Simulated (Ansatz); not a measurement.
W2C:

```
CELL_PARAMETERS angstrom
3.07005 0.00000 0.00000
-1.53502 2.65874 0.00000
0.00000 0.00000 4.67843
ATOMIC_POSITIONS crystal
W 0.66667 0.33333 0.25367
W 0.33333 0.66667 0.74633
C 0.00000 0.00000 0.00000
```

The cell comes from a database or a generator and needn't be the stable form of this composition.

Program: Ansatz 0.2.0. Alike in all runs: task band structure; potentials or basis Ansatz PAW; cell as given; cutoff (eV) 420; smearing fermi-dirac 0.05 eV.

**Question.** Order these runs on this cell by their pressure, lowest first.
A. level LDA; spin SOC, no magnetisation; k mesh 7 × 7 × 5
B. level revPBE; spin off; k mesh 10 × 10 × 6
C. level BLYP; spin off; k mesh 10 × 10 × 6
D. level PBEsol; spin off; k mesh 10 × 10 × 6

**Answer.** A (-15.7 GPa), D (-10.1 GPa), B (1.0 GPa), C (9.8 GPa).

Caveats: the PAW data sets come from PBE, with cores solved anew for the run's functional, which leaves a small shift of forces and pressure; so large a pressure means that the cell lies far from this level's equilibrium, or that cutoff or potentials fall short (some runs).

Runs at the PBE level aren't shown here.
